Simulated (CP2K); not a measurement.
Hf:

```xyz
1
Lattice="2.8801 0.0000 0.0000 -1.0138 2.9223 0.0000 -0.9884 -1.1915 2.7682" Properties=species:S:1:pos:R:3 pbc="T T T"
Hf    0.0000    0.0000    0.0000
```

This isn't the form of Hf at room conditions, which is hcp.

Base run:

| Item | Value |
| --- | --- |
| Program | CP2K 2026.2 |
| Functional | PBE |
| Potentials or basis | POTENTIAL_UZH Hf GTH-PBE-q12; TZVP-MOLOPT-PBE-GTH basis |
| Density cutoff | 9184 eV |
| k mesh | 11 × 10 × 10 |
| Occupations | fermi-dirac, width 0.05 eV |
| Spin | no spin polarisation |

Its results: band gap on the k mesh none (metal or under the smearing width); pressure -3.0 GPa.

Task: The run is repeated on the same cell with these changes: functional from PBE to WC. What comes out?

Result: Band gap on the k mesh none (metal or under the smearing width); pressure -6.3 GPa.

WC binds more tightly than PBE, so the same cell stands under less pressure.

Caveats: the basis of atomic orbitals isn't converged, which shifts pressures, moduli and gaps; the potentials were made for another functional, which shifts forces and pressure (some runs).
